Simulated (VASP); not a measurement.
# CaSe (Fm-3m) in VASP: notebook

Runs on CaSe. Level: r2SCAN. Tasks: single point.

Everything below comes from runs of VASP 6.6.1. Logs are shortened: lines on timing, memory, paths and dates and some standing lists are left out, and cuts for length are marked.

**Measured values to compare with.**

From a printed reference work, monograph, original work of 1988, for a bulk crystal of CaSe at 2 K: band gap 3.85 eV (indirect).

The runs below are set against these values where they give the same quantity.

## Step 1: The cell of the first run

The structure is cubic, space group Fm-3m (No. 225). Conventional cell: a = 5.814 Å, b = 5.814 Å, c = 5.814 Å, α = 90.00°, β = 90.00°, γ = 90.00°. Ca (site symmetry m-3m) has 6 Se at 2.91 Å within 3.8 Å. Within 3.8 Å of Se (site symmetry m-3m) lie 6 Ca at 2.91 Å.

## Step 2: Single point, r2SCAN (volume changed by -6%)

POSCAR reads:

```
CaSe
1.0
    0.0000000000      2.9069517456      2.9069517456
    2.9069517456      0.0000000000      2.9069517456
    2.9069517456      2.9069517456      0.0000000000
Ca Se
1 1
Direct
    0.0000000000      0.0000000000      0.0000000000
    0.5000000000      0.5000000000      0.5000000000
```

INCAR.step1 reads:

```
SYSTEM = CaSe
PREC = Accurate ; ENCUT = 520
ISMEAR = 0 ; SIGMA = 0.01
LREAL = .FALSE. ; LASPH = .TRUE.
NELM = 100 ; NBANDS = 15
GGA = PE ; ALGO = Normal
EDIFF = 1E-4 ; LWAVE = .TRUE.
LCHARG = .FALSE.
```

INCAR.step2 reads:

```
SYSTEM = CaSe
PREC = Accurate ; ENCUT = 520
EDIFF = 1E-6 ; ISMEAR = 0
SIGMA = 0.01 ; LREAL = .FALSE.
LASPH = .TRUE. ; NELM = 100
ALGO = Normal ; ISIF = 2
LWAVE = .FALSE. ; LCHARG = .FALSE.
METAGGA = R2SCAN ; LMIXTAU = .TRUE.
NBANDS = 15 ; ISTART = 1
```

KPOINTS reads:

```
Automatic mesh
0
G
  6 6 6
  0 0 0
```

Potentials or basis: VASP PAW PBE potentials, release 64 (Ca_sv, Se).

The run is started by

```bash
$ cat potpaw_PBE.64/Ca_sv/POTCAR potpaw_PBE.64/Se/POTCAR > POTCAR
$ cp INCAR.step1 INCAR
$ mpirun -np 1 vasp_std > vasp.out
$ cp INCAR.step2 INCAR
$ mpirun -np 1 vasp_std > vasp.out
```

OUTCAR:

```text
SYSTEM = CaSe
   PREC = Accurate
   ENCUT = 520
   EDIFF = 1E-6
   ISMEAR = 0
   LREAL = .FALSE.
   LASPH = .TRUE.
   NELM = 100
   ISIF = 2
   METAGGA = R2SCAN
   ISTART = 1

 ion  position               nearest neighbor table
   1  0.000  0.000  0.000-   2 2.91   2 2.91   2 2.91   2 2.91   2 2.91   2 2.91
   2  0.500  0.500  0.500-   1 2.91   1 2.91   1 2.91   1 2.91   1 2.91   1 2.91

  LATTYP: Found a face centered cubic cell.
 ALAT       =     5.8139034912

  Lattice vectors:

 A1 = (   0.0000000000,   2.9069517456,   2.9069517456)
 A2 = (   2.9069517456,   0.0000000000,   2.9069517456)
 A3 = (   2.9069517456,   2.9069517456,   0.0000000000)

Analysis of symmetry for initial positions (statically):
=====================================================================
 Subroutine PRICEL returns:
 Original cell was already a primitive cell.

 Routine SETGRP: Setting up the symmetry group for a
 face centered cubic supercell.

 Subroutine GETGRP returns: Found 48 space group operations
[... 9 lines left out ...]

 Routine SETGRP: Setting up the symmetry group for a
 face centered cubic supercell.

 Subroutine GETGRP returns: Found 48 space group operations
[... 11 lines left out ...]
                                     Primitive cell

  volume of cell :      49.1296

  direct lattice vectors                    reciprocal lattice vectors
     0.000000000  2.906951746  2.906951746    -0.172001479  0.172001479  0.172001479
     2.906951746  0.000000000  2.906951746     0.172001479 -0.172001479  0.172001479
     2.906951746  2.906951746  0.000000000     0.172001479  0.172001479 -0.172001479

  length of vectors
     4.111050584  4.111050584  4.111050584     0.297915301  0.297915301  0.297915301

  position of ions in fractional coordinates (direct lattice)
     0.000000000  0.000000000  0.000000000
     0.500000000  0.500000000  0.500000000

  ion indices of the primitive-cell ions
   primitive index   ion index
                 1           1
                 2           2

----------------------------------------------------------------------------------------

 KPOINTS: Automatic mesh

Automatic generation of k-mesh.
 Grid dimensions read from file:
 generate k-points for:    6    6    6

 Generating k-lattice:

  Cartesian coordinates                     Fractional coordinates (reciprocal lattice)
    -0.028666913  0.028666913  0.028666913     0.166666667  0.000000000  0.000000000
     0.028666913 -0.028666913  0.028666913     0.000000000  0.166666667  0.000000000
     0.028666913  0.028666913 -0.028666913     0.000000000  0.000000000  0.166666667

  Length of vectors
[... 55 lines left out ...]
   TEBEG  =    0.0;   TEEND  =   0.0 temperature during run
   PSTRESS=    0.0 pullay stress
   NELECT =      16.0000    total number of electrons
   NUPDOWN=      -1.0000    fix difference up-down
   EMIN   =  10.00;   EMAX   =-10.00  energy-range for DOS
   EFERMI =   0.00;   METHOD = LEGACY
   ISMEAR =     0;   SIGMA  =   0.01  broadening in eV -4-tet -1-fermi 0-gaus
   EFERMI_NEDOS =   21; number of points for ismear=-14 and -15
   IALGO  =     38    algorithm
   IMIX   =      4    mixing-type and parameters
     AMIX     =   0.40;   BMIX     =  1.00
     AMIX_MAG =   1.60;   BMIX_MAG =  1.00
  volume/ion in A,a.u.               =      24.56       165.77
  Fermi-wavevector in a.u.,A,eV,Ry     =   1.126334  2.128462 17.260721  1.268627
  Thomas-Fermi vector in A             =   2.263015
   LORBIT       =      0    0 simple, 1 ext, 2 COOP (PROOUT), +10 PAW based schemes
   METAGGA = R2SCAN    functional components
   LHFCALC =     F    Hartree Fock is set to
   AEXX    =    0.0000 exact exchange contribution
   IVDW    =     0    specifies the selected vdW correction
   LEPSILON=     F    determine dielectric tensor
   LRPA    =     F    only Hartree local field effects (RPA)
 non-spin polarized calculation
 Gauss-broadening in eV      SIGMA  =   0.01
  energy-cutoff  :      520.00
  volume of cell :       49.13
 maximum number of plane-waves:      1363
 NGX is ok and might be reduce to    32
   NGX = 15   NGY = 15   NGZ = 15

 number of electron      16.0000002 magnetization

 Free energy of the ion-electron system (eV)
  ---------------------------------------------------
  ext. energy  EPLUGINS =         0.00000000
  ---------------------------------------------------
  free energy    TOTEN  =       -25.93866016 eV

  energy without entropy =      -25.93866016  energy(sigma->0) =      -25.93866016

 E-fermi :   2.6410     XC(G=0):  -9.8153

 val. band max:        2.5542898664   @ k =   0.0000   0.0000   0.0000
 cond. band min:       4.9123584126   @ k =   0.5000   0.5000   0.0000
 fundamental gap:      2.3580685462
 Fermi energy:         2.6410029536

 k-point     1 :       0.0000    0.0000    0.0000
  band No.  band energies     occupation
      1     -38.5848      2.00000
      2     -18.7069      2.00000
      3     -18.7069      2.00000
      4     -18.7068      2.00000
      5      -9.8325      2.00000
      6       2.5543      2.00000
      7       2.5543      2.00000
      8       2.5543      2.00000
      9       6.7532      0.00000
     10       6.7532      0.00000
     11       6.7532      0.00000
     12       7.0063      0.00000
     13       7.4020      0.00000
     14       7.4020      0.00000
[... 257 lines left out ...]
      2     -18.7944      2.00000
      3     -18.7636      2.00000
      4     -18.7555      2.00000
      5      -9.0826      2.00000
      6       0.1276      2.00000
      7       0.8771      2.00000
      8       0.9446      2.00000
      9       6.3278      0.00000
     10       8.5136      0.00000
     11       8.6071      0.00000
     12       9.2029      0.00000
     13       9.3880      0.00000
     14      10.6355      0.00000
     15      13.1034      0.00000

------------------------ aborting loop because EDIFF is reached ----------------------------------------

  FORCE on cell =-STRESS in cart. coord.  units (eV):
  Direction    XX          YY          ZZ          XY          YZ          ZX
  --------------------------------------------------------------------------------------
  -------------------------------------------------------------------------------------
  Total        1.2144720      1.2144720      1.2144720     -0.0000000      0.0000000      0.0000000
  in kB       39.6054190     39.6054190     39.6054190     -0.0000000      0.0000000      0.0000000
  external PRESSURE =      39.6054190 kB  Pullay stress =       0.0000000 kB

 VOLUME and BASIS-vectors are now :
 -----------------------------------------------------------------------------
  energy-cutoff  :      520.00
  volume of cell :       49.13
      direct lattice vectors                 reciprocal lattice vectors
     0.000000000  2.906951746  2.906951746    -0.172001479  0.172001479  0.172001479
     2.906951746  0.000000000  2.906951746     0.172001479 -0.172001479  0.172001479
     2.906951746  2.906951746  0.000000000     0.172001479  0.172001479 -0.172001479

 POSITION                                       TOTAL-FORCE (eV/Angst)
 -----------------------------------------------------------------------------------
      0.00000      0.00000      0.00000         0.000000      0.000000     -0.000000
      2.90695      2.90695      2.90695         0.000000      0.000000      0.000000
 -----------------------------------------------------------------------------------
    total drift:                                0.000000     -0.000000     -0.000000

  FREE ENERGIE OF THE ION-ELECTRON SYSTEM (eV)
  ---------------------------------------------------
  free  energy   TOTEN  =       -25.9386601608 eV

  energy  without entropy=      -25.9386601608  energy(sigma->0) =      -25.93866016
```

OUTCAR.step1:

```text
SYSTEM = CaSe
   PREC = Accurate
   ENCUT = 520
   ISMEAR = 0
   LREAL = .FALSE.
   LASPH = .TRUE.
[... 499 lines left out ...]
      0.00000      0.00000      0.00000         0.000000     -0.000000     -0.000000
      2.90695      2.90695      2.90695        -0.000000      0.000000      0.000000
 -----------------------------------------------------------------------------------
    total drift:                                0.000000     -0.000000     -0.000000

  FREE ENERGIE OF THE ION-ELECTRON SYSTEM (eV)
  ---------------------------------------------------
  free  energy   TOTEN  =        -9.4348144615 eV

  energy  without entropy=       -9.4348144615  energy(sigma->0) =       -9.43481446
```

OSZICAR.step1:

```text
N       E                     dE             d eps       ncg     rms          rms(c)
DAV:   1     0.106422253757E+03    0.10642E+03   -0.75141E+03   480   0.985E+02
DAV:   2    -0.534777852062E+01   -0.11177E+03   -0.10652E+03   613   0.246E+02
DAV:   3    -0.939001833467E+01   -0.40422E+01   -0.40161E+01   614   0.451E+01
DAV:   4    -0.956999239120E+01   -0.17997E+00   -0.17990E+00   713   0.748E+00
DAV:   5    -0.957132676193E+01   -0.13344E-02   -0.13344E-02   614   0.684E-01    0.424E+00
DAV:   6    -0.944180707331E+01    0.12952E+00   -0.16047E-01   592   0.217E+00    0.255E+00
DAV:   7    -0.943146688412E+01    0.10340E-01   -0.95516E-02   625   0.201E+00    0.778E-01
DAV:   8    -0.943461810540E+01   -0.31512E-02   -0.96713E-03   536   0.778E-01    0.103E-01
DAV:   9    -0.943472723603E+01   -0.10913E-03   -0.50737E-04   613   0.243E-01    0.421E-02
DAV:  10    -0.943481446149E+01   -0.87225E-04   -0.10431E-04   459   0.648E-02
   1 F= -.94348145E+01 E0= -.94348145E+01  d E =-.394620E-19
```

Wall time 24 s (1 thread of Intel Xeon 6975P-C (Granite Rapids), shared host); peak memory 0.19 GiB.

What came out:

```
Free energy            : -25.9387 eV
Pressure               : 4.0 GPa
Band gap on the k mesh : 2.36 eV, indirect (least direct gap 3.36 eV)
```

Levels at points of the mesh, in eV from the valence-band top:
```
           k point  band 5  band 6  band 7  band 8  band 9  band 10  band 11  band 12
(0.00, 0.00, 0.00)  -12.39    0.00    0.00    0.00    4.20     4.20     4.20     4.45
(0.50, 0.00, 0.00)  -11.56   -3.48   -1.31   -1.31    5.21     6.25     6.25     6.25
(0.50, 0.50, 0.00)  -11.72   -2.68   -1.00   -1.00    2.36     5.70     6.05     6.83
```

Caveat: the cell differs from its parent crystal (volume changed by -6%); the PAW data sets were made with another functional, which shifts forces and pressure a little.

## Step 3: Single point, r2SCAN (volume changed by -3%)

POSCAR reads:

```
CaSe
1.0
    0.0000000000      2.9375534865      2.9375534865
    2.9375534865      0.0000000000      2.9375534865
    2.9375534865      2.9375534865      0.0000000000
Ca Se
1 1
Direct
    0.0000000000      0.0000000000      0.0000000000
    0.5000000000      0.5000000000      0.5000000000
```

INCAR.step1 reads:

```
PREC = Accurate ; ENCUT = 520
ISMEAR = 0 ; SIGMA = 0.01
LREAL = False ; LASPH = True
NELM = 100 ; NBANDS = 15
GGA = PE ; ALGO = Normal
EDIFF = 1E-4 ; LWAVE = True
LCHARG = False
```

INCAR.step2 reads:

```
PREC = Accurate ; ENCUT = 520
EDIFF = 1E-6 ; ISMEAR = 0
SIGMA = 0.01 ; LREAL = False
LASPH = True ; NELM = 100
ALGO = Normal ; ISIF = 2
LWAVE = False ; LCHARG = True
METAGGA = R2SCAN ; LMIXTAU = True
LELF = True ; LVHAR = True
NBANDS = 15 ; ISTART = 1
```

KPOINTS reads:

```
Automatic mesh
0
Gamma
  6 6 6
```

Potentials or basis: VASP PAW PBE potentials, release 64 (Ca_sv, Se).

The run is started by

```bash
$ cat potpaw_PBE.64/Ca_sv/POTCAR potpaw_PBE.64/Se/POTCAR > POTCAR
$ cp INCAR.step1 INCAR
$ mpirun -np 1 vasp_std > vasp.out
$ cp INCAR.step2 INCAR
$ mpirun -np 1 vasp_std > vasp.out
```

Wall time 27 s (1 thread of Intel Xeon 6975P-C (Granite Rapids), shared host); peak memory 0.19 GiB.

Results (log left out):

| Quantity | Value |
| --- | --- |
| Free energy | -25.9677 eV |
| Pressure | 2.0 GPa |
| Band gap on the k mesh | 2.44 eV, indirect (least direct gap 3.41 eV) |

Levels at points of the mesh, in eV from the valence-band top:
| k point | band 5 | band 6 | band 7 | band 8 | band 9 | band 10 | band 11 | band 12 |
| --- | --- | --- | --- | --- | --- | --- | --- | --- |
| (0.00, 0.00, 0.00) | -12.27 | 0.00 | 0.00 | 0.00 | 4.22 | 4.22 | 4.22 | 4.26 |
| (0.50, 0.00, 0.00) | -11.50 | -3.36 | -1.23 | -1.23 | 5.16 | 6.16 | 6.17 | 6.17 |
| (0.50, 0.50, 0.00) | -11.64 | -2.60 | -0.97 | -0.97 | 2.44 | 5.65 | 5.90 | 6.72 |

Caveat: the cell differs from its parent crystal (volume changed by -3%); the PAW data sets were made with another functional, which shifts forces and pressure a little. A k mesh can miss the band edges.

## Step 4: Single point, r2SCAN

This run uses another cell than the first one, of 26.13 Å³/atom, 1.064 times its volume.

POSCAR reads:

```
CaSe
1.0
    0.0000000000      2.9675305925      2.9675305925
    2.9675305925      0.0000000000      2.9675305925
    2.9675305925      2.9675305925      0.0000000000
Ca Se
1 1
Direct
    0.0000000000      0.0000000000      0.0000000000
    0.5000000000      0.5000000000      0.5000000000
```

INCAR.step1 reads:

```
SYSTEM = CaSe
PREC = Accurate
ENCUT = 520
ISMEAR = 0
SIGMA = 0.01
LREAL = .False.
LASPH = .True.
NELM = 60
NBANDS = 15
GGA = PE
ALGO = Normal
EDIFF = 1E-4
LWAVE = .True.
LCHARG = .False.
```

INCAR.step2 reads:

```
SYSTEM = CaSe
PREC = Accurate
ENCUT = 520
EDIFF = 1E-6
ISMEAR = 0
SIGMA = 0.01
LREAL = .False.
LASPH = .True.
NELM = 60
ALGO = Normal
ISIF = 2
LWAVE = .False.
LCHARG = .True.
METAGGA = R2SCAN
LMIXTAU = .True.
LELF = .True.
LVHAR = .True.
NBANDS = 15
ISTART = 1
```

KPOINTS reads:

```
regular mesh
0
Gamma
  6 6 6
  0 0 0
```

The run is started by

```bash
$ cat potpaw_PBE.64/Ca_sv/POTCAR potpaw_PBE.64/Se/POTCAR > POTCAR
$ cp INCAR.step1 INCAR
$ mpirun -np 1 vasp_std > vasp.out
$ cp INCAR.step2 INCAR
$ mpirun -np 1 vasp_std > vasp.out
```

It took 24 s on 1 thread of Intel Xeon 6975P-C (Granite Rapids), shared host; peak memory 0.19 GiB.

Results (log left out):

```
Free energy            : -25.9785 eV
Pressure               : 0.2 GPa
Band gap on the k mesh : 2.52 eV, indirect (least direct gap 3.46 eV)
```

Levels at points of the mesh, in eV from the valence-band top:
```tsv
k point	band 6	band 7	band 8	band 9	band 10	band 11
(0.00, 0.00, 0.00)	0.00	0.00	0.00	4.08	4.23	4.23
(0.50, 0.00, 0.00)	-3.24	-1.17	-1.17	5.10	6.07	6.09
(0.50, 0.50, 0.00)	-2.52	-0.94	-0.94	2.52	5.60	5.76
```

Caveat: the PAW data sets were made with another functional, which shifts forces and pressure a little.

## Step 5: Single point, r2SCAN (volume changed by +3%)

POSCAR reads:

```
CaSe
1.0
    0.0000000000      2.9969139945      2.9969139945
    2.9969139945      0.0000000000      2.9969139945
    2.9969139945      2.9969139945      0.0000000000
Ca Se
1 1
Direct
    0.0000000000      0.0000000000      0.0000000000
    0.5000000000      0.5000000000      0.5000000000
```

INCAR.step1 reads:

```
  ALGO = Normal
  EDIFF = 1E-4
  ENCUT = 520
  GGA = PE
  ISMEAR = 0
  LASPH = T
  LCHARG = F
  LREAL = F
  LWAVE = T
  NBANDS = 15
  NELM = 60
  PREC = Accurate
  SIGMA = 0.01
```

INCAR.step2 reads:

```
  ALGO = Normal
  EDIFF = 1E-6
  ENCUT = 520
  ISIF = 2
  ISMEAR = 0
  ISTART = 1
  LASPH = T
  LCHARG = F
  LMIXTAU = T
  LREAL = F
  LWAVE = F
  METAGGA = R2SCAN
  NBANDS = 15
  NELM = 60
  PREC = Accurate
  SIGMA = 0.01
```

KPOINTS reads:

```
k-points
0
Gamma
  6 6 6
```

Potentials or basis: VASP PAW PBE potentials, release 64 (Ca_sv, Se).

The run is started by

```bash
$ cat potpaw_PBE.64/Ca_sv/POTCAR potpaw_PBE.64/Se/POTCAR > POTCAR
$ cp INCAR.step1 INCAR
$ mpirun -np 1 vasp_std > vasp.out
$ cp INCAR.step2 INCAR
$ mpirun -np 1 vasp_std > vasp.out
```

OUTCAR:

```text
EDIFF = 1E-6
   ENCUT = 520
   ISIF = 2
   ISMEAR = 0
   ISTART = 1
   LASPH = T
   LREAL = F
   METAGGA = R2SCAN
   NELM = 60
   PREC = Accurate

 ion  position               nearest neighbor table
   1  0.000  0.000  0.000-
   2  0.500  0.500  0.500-

  LATTYP: Found a face centered cubic cell.
 ALAT       =     5.9938279890

  Lattice vectors:

[... 460 lines left out ...]
     13       8.4404      0.00000
     14       9.4342      0.00000
     15      11.9315      0.00000

------------------------ aborting loop because EDIFF is reached ----------------------------------------

  FORCE on cell =-STRESS in cart. coord.  units (eV):
  Direction    XX          YY          ZZ          XY          YZ          ZX
  --------------------------------------------------------------------------------------
  -------------------------------------------------------------------------------------
  Total       -0.4111150     -0.4111150     -0.4111150      0.0000000     -0.0000000      0.0000000
  in kB      -12.2354806    -12.2354806    -12.2354806      0.0000000     -0.0000000      0.0000000
  external PRESSURE =     -12.2354806 kB  Pullay stress =       0.0000000 kB

 VOLUME and BASIS-vectors are now :
 -----------------------------------------------------------------------------
  energy-cutoff  :      520.00
  volume of cell :       53.83
      direct lattice vectors                 reciprocal lattice vectors
     0.000000000  2.996913994  2.996913994    -0.166838288  0.166838288  0.166838288
     2.996913994  0.000000000  2.996913994     0.166838288 -0.166838288  0.166838288
     2.996913994  2.996913994  0.000000000     0.166838288  0.166838288 -0.166838288

 POSITION                                       TOTAL-FORCE (eV/Angst)
 -----------------------------------------------------------------------------------
      0.00000      0.00000      0.00000         0.000000      0.000000      0.000000
      2.99691      2.99691      2.99691        -0.000000     -0.000000      0.000000
 -----------------------------------------------------------------------------------
    total drift:                                0.000000     -0.000000     -0.000000

  FREE ENERGIE OF THE ION-ELECTRON SYSTEM (eV)
  ---------------------------------------------------
  free  energy   TOTEN  =       -25.9737988868 eV

  energy  without entropy=      -25.9737988868  energy(sigma->0) =      -25.97379889
```

It took 20 s on 1 thread of Intel Xeon 6975P-C (Granite Rapids), shared host; peak memory 0.18 GiB.

Results:

- Free energy: -25.9738 eV
- Pressure: -1.2 GPa
- Band gap on the k mesh: 2.58 eV, indirect (least direct gap 3.49 eV)

Caveat: the cell differs from its parent crystal (volume changed by +3%); the PAW data sets were made with another functional, which shifts forces and pressure a little. A k mesh can miss the band edges.

## Step 6: The runs side by side

```csv
cell,gap on the mesh (eV),pressure (GPa)
"a = 4.111 Å, angles 60.0°, 2 atoms",2.36,4.0
"a = 4.154 Å, angles 60.0°, 2 atoms",2.44,2.0
"a = 4.197 Å, angles 60.0°, 2 atoms",2.52,0.2
"a = 4.238 Å, angles 60.0°, 2 atoms",2.58,-1.2
```

Alike in all rows: task single point; level r2SCAN; potentials or basis VASP PAW PBE potentials, release 64 (Ca_sv, Se); no spin polarisation; k mesh 6 × 6 × 6; cutoff (eV) 520; smearing gaussian 0.01 eV.

Caveats: the PAW data sets were made with another functional, which shifts forces and pressure a little.

Absolute energies hang on the potentials; compare differences alone.

## Step 7: Comparison with measurements

Step 4. A measured gap of CaSe is 3.85 eV (indirect; 2 K; a printed reference work, monograph, original work of 1988); the calculated 2.52 eV misses it by -1.33 eV. Spin-orbit coupling on Se is left out. The value is that of r2SCAN on a finite k mesh, which can miss the band edges, without temperature or zero-point motion.
